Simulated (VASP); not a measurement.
# Sn2Ge (Fm-3m) in VASP: further runs, part 2 of 2

VASP 6.6.1. The steps go on from the part before.

### 3 Relaxation of cell and atoms, PBE

This run uses another cell than the first one, of 31.81 Å³/atom, 1.328 times its volume.

INCAR

```
SYSTEM = Sn2Ge
PREC     = Normal         ! precision mode
ENCUT    = 520            ! plane-wave cutoff, eV
EDIFF    = 1E-4           ! SCF threshold, eV
ISMEAR   = 0              ! smearing method
SIGMA    = 0.15           ! smearing width, eV
LREAL    = .FALSE.        ! projectors in reciprocal space
LASPH    = .TRUE.         ! aspherical terms in the spheres
NELM     = 60             ! most SCF steps
ALGO     = Fast           ! electronic algorithm
ISIF     = 3              ! what is computed and relaxed
LWAVE    = .FALSE.        ! write WAVECAR
LCHARG   = .FALSE.        ! write CHGCAR
GGA      = PE             ! functional
IBRION   = 2              ! ionic algorithm
NSW      = 24             ! ionic steps
EDIFFG   = -0.08          ! ionic threshold
```

KPOINTS

```
regular mesh
0
G
  5 5 5
  0 0 0
```

POSCAR

```
Sn2Ge
1.0
    0.0000000000      3.6268576800      3.6268576800
    3.6268576800      0.0000000000      3.6268576800
    3.6268576800      3.6268576800      0.0000000000
Sn Ge
2 1
Direct
    0.2500000000      0.2500000000      0.2500000000
    0.7500000000      0.7500000000      0.7500000000
    0.0000000000      0.0000000000      0.0000000000
```

Potentials or basis: VASP PAW PBE potentials, release 64 (Sn_d, Ge_d).

Launch:

```bash
$ cat potpaw_PBE.64/Sn_d/POTCAR potpaw_PBE.64/Ge_d/POTCAR > POTCAR
$ mpirun -np 1 vasp_std > vasp.out
```

OUTCAR:

```text
SYSTEM = Sn2Ge
   PREC = Normal
   ENCUT = 520
   EDIFF = 1E-4
   ISMEAR = 0
   LREAL = .FALSE.
   LASPH = .TRUE.
   NELM = 60
   ISIF = 3
   GGA = PE
   IBRION = 2
   NSW = 24
   EDIFFG = -0.08

 ion  position               nearest neighbor table
   1  0.250  0.250  0.250-   3 3.14   3 3.14   3 3.14   3 3.14   2 3.63   2 3.63   2 3.63   2 3.63
                             2 3.63   2 3.63
   2  0.750  0.750  0.750-   3 3.14   3 3.14   3 3.14   3 3.14   1 3.63   1 3.63   1 3.63   1 3.63
                             1 3.63   1 3.63
   3  0.000  0.000  0.000-   2 3.14   2 3.14   2 3.14   1 3.14   1 3.14   1 3.14   2 3.14   1 3.14

  LATTYP: Found a face centered cubic cell.
 ALAT       =     7.2537153600

  Lattice vectors:

 A1 = (   0.0000000000,   3.6268576800,   3.6268576800)
 A2 = (   3.6268576800,   0.0000000000,   3.6268576800)
 A3 = (   3.6268576800,   3.6268576800,   0.0000000000)

Analysis of symmetry for initial positions (statically):
=====================================================================
 Subroutine PRICEL returns:
 Original cell was already a primitive cell.

 Routine SETGRP: Setting up the symmetry group for a
 face centered cubic supercell.

 Subroutine GETGRP returns: Found 48 space group operations
 (whereof 48 operations were pure point group operations)
 out of a pool of 48 trial point group operations.

The static configuration has the point symmetry O_h .

Analysis of symmetry for dynamics (positions and initial velocities):
=====================================================================
 Subroutine PRICEL returns:
 Original cell was already a primitive cell.

 Routine SETGRP: Setting up the symmetry group for a
 face centered cubic supercell.

 Subroutine GETGRP returns: Found 48 space group operations
 (whereof 48 operations were pure point group operations)
 out of a pool of 48 trial point group operations.

The dynamic configuration has the point symmetry O_h .

 Subroutine INISYM returns: Found 48 space group operations
 (whereof 48 operations are pure point group operations),
 and found     1 'primitive' translations

----------------------------------------------------------------------------------------

                                     Primitive cell

  volume of cell :      95.4161

  direct lattice vectors                    reciprocal lattice vectors
     0.000000000  3.626857680  3.626857680    -0.137860386  0.137860386  0.137860386
     3.626857680  0.000000000  3.626857680     0.137860386 -0.137860386  0.137860386
     3.626857680  3.626857680  0.000000000     0.137860386  0.137860386 -0.137860386

  length of vectors
     5.129151320  5.129151320  5.129151320     0.238781193  0.238781193  0.238781193

  position of ions in fractional coordinates (direct lattice)
     0.250000000  0.250000000  0.250000000
     0.750000000  0.750000000  0.750000000
     0.000000000  0.000000000  0.000000000

  ion indices of the primitive-cell ions
[... 95 lines left out ...]
 Gauss-broadening in eV      SIGMA  =   0.15
  energy-cutoff  :      520.00
  volume of cell :       95.42
 maximum number of plane-waves:      2637
   NGX = 19   NGY = 19   NGZ = 19

--------------------------------------- Ionic step        1  -------------------------------------------

 number of electron      42.0000038 magnetization

 Free energy of the ion-electron system (eV)
  ---------------------------------------------------
  ext. energy  EPLUGINS =         0.00000000
  ---------------------------------------------------
  free energy    TOTEN  =       -11.48442755 eV

  energy without entropy =      -11.46840685  energy(sigma->0) =      -11.47641720

------------------------ aborting loop because EDIFF is reached ----------------------------------------

  FORCE on cell =-STRESS in cart. coord.  units (eV):
  Direction    XX          YY          ZZ          XY          YZ          ZX
  --------------------------------------------------------------------------------------
  -------------------------------------------------------------------------------------
  Total       -1.8290039     -1.8290039     -1.8290039     -0.0000000     -0.0000000      0.0000000
  in kB      -30.7116872    -30.7116872    -30.7116872     -0.0000000     -0.0000000      0.0000000
  external PRESSURE =     -30.7116872 kB  Pullay stress =       0.0000000 kB

 VOLUME and BASIS-vectors are now :
 -----------------------------------------------------------------------------
  energy-cutoff  :      520.00
  volume of cell :       95.42
      direct lattice vectors                 reciprocal lattice vectors
     0.000000000  3.626857680  3.626857680    -0.137860386  0.137860386  0.137860386
     3.626857680  0.000000000  3.626857680     0.137860386 -0.137860386  0.137860386
     3.626857680  3.626857680  0.000000000     0.137860386  0.137860386 -0.137860386

 POSITION                                       TOTAL-FORCE (eV/Angst)
 -----------------------------------------------------------------------------------
      1.81343      1.81343      1.81343         0.000000      0.000000      0.000000
      5.44029      5.44029      5.44029        -0.000000     -0.000000     -0.000000
      0.00000      0.00000      0.00000         0.000000     -0.000000     -0.000000
 -----------------------------------------------------------------------------------
    total drift:                                0.000000     -0.000000      0.000000

  FREE ENERGIE OF THE ION-ELECTRON SYSTEM (eV)
  ---------------------------------------------------
  free  energy   TOTEN  =       -11.4844275534 eV

  energy  without entropy=      -11.4684068465  energy(sigma->0) =      -11.47641720

--------------------------------------- Ionic step        2  -------------------------------------------

 number of electron      41.9999976 magnetization

 Free energy of the ion-electron system (eV)
  ---------------------------------------------------
  ext. energy  EPLUGINS =         0.00000000
  ---------------------------------------------------
  free energy    TOTEN  =       -11.56369051 eV

  energy without entropy =      -11.53716375  energy(sigma->0) =      -11.55042713

 E-fermi :   5.7804     XC(G=0):  -9.6024

 val. band max:        5.6960400748   @ k =   0.2000   0.2000   0.0000
 cond. band min:       5.8659897084   @ k =   0.4000   0.0000   0.0000
 fundamental gap:      0.1699496336
 Fermi energy:         5.7804272497

 k-point     1 :       0.0000    0.0000    0.0000
  band No.  band energies     occupation
      1     -18.5195      2.00000
      2     -18.5195      2.00000
      3     -18.5195      2.00000
      4     -18.5104      2.00000
      5     -18.5104      2.00000
      6     -15.6767      2.00000
[... 269 lines left out ...]
     24       9.0152      0.00000
     25      10.2474      0.00000

------------------------ aborting loop because EDIFF is reached ----------------------------------------

  FORCE on cell =-STRESS in cart. coord.  units (eV):
  Direction    XX          YY          ZZ          XY          YZ          ZX
  --------------------------------------------------------------------------------------
  -------------------------------------------------------------------------------------
  Total        0.0256855      0.0256855      0.0256855      0.0000000      0.0000000      0.0000000
  in kB        0.4717072      0.4717072      0.4717072      0.0000000      0.0000000      0.0000000
  external PRESSURE =       0.4717072 kB  Pullay stress =       0.0000000 kB

 VOLUME and BASIS-vectors are now :
 -----------------------------------------------------------------------------
  energy-cutoff  :      520.00
  volume of cell :       87.24
      direct lattice vectors                 reciprocal lattice vectors
    -0.000000000  3.520184539  3.520184539    -0.142038008  0.142038008  0.142038008
     3.520184539  0.000000000  3.520184539     0.142038008 -0.142038008  0.142038008
     3.520184539  3.520184539  0.000000000     0.142038008  0.142038008 -0.142038008

 POSITION                                       TOTAL-FORCE (eV/Angst)
 -----------------------------------------------------------------------------------
      1.76009      1.76009      1.76009        -0.000000     -0.000000     -0.000000
      5.28028      5.28028      5.28028         0.000000      0.000000      0.000000
      3.52018      7.04037      3.52018         0.000000     -0.000000     -0.000000
 -----------------------------------------------------------------------------------
    total drift:                                0.000000     -0.000000      0.000000

  FREE ENERGIE OF THE ION-ELECTRON SYSTEM (eV)
  ---------------------------------------------------
  free  energy   TOTEN  =       -11.5636905102 eV

  energy  without entropy=      -11.5371637533  energy(sigma->0) =      -11.55042713

 reached required accuracy - stopping structural energy minimisation
```

It took 26 s on 1 thread of AMD EPYC 7R13 (Zen 3), shared host; peak memory 0.15 GiB.

What came out:

```yaml
Free_energy: -11.5637 eV
Relaxed_volume: 29.08 Å³/atom
Relaxed_cell: a = 4.978 Å, b = 4.978 Å, c = 4.978 Å, α = 60.00°, β = 60.00°, γ = 60.00°
Space_group_after_relaxing_to_0.05_Å: Fm-3m (No. 225)
Energy_gained_by_relaxing: 26.4 meV/atom
Ionic_steps: 2
Pressure_after_relaxing: 0.0 GPa
Band_gap_on_the_k_mesh: none (metal or under the smearing width)
```

The path:
| step | energy change (eV) | largest force (eV/Å) | pressure (GPa) | volume (Å³) |
| --- | --- | --- | --- | --- |
| 1 | 0.0000 | 0.0000 | -3.07 | 95.42 |
| 2 | -0.0793 | 0.0000 | 0.05 | 87.24 |

Final structure:
```
Sn Ge
1.0
     0.00000    3.52018    3.52018
     3.52018    0.00000    3.52018
     3.52018    3.52018    0.00000
Sn Ge
2 1
Direct
  0.25000 0.25000 0.25000
  0.75000 0.75000 0.75000
  0.00000 0.00000 0.00000
```

Levels at points of the mesh, in eV from the Fermi level:
| k point | band 19 | band 20 | band 21 | band 22 | band 23 | band 24 |
| --- | --- | --- | --- | --- | --- | --- |
| (0.00, 0.00, 0.00) | -0.78 | -0.78 | -0.78 | -0.70 | -0.70 | -0.70 |

Caveat: the relaxation stopped at a loose force limit of 0.08 eV/Å, so its end isn't a converged minimum.
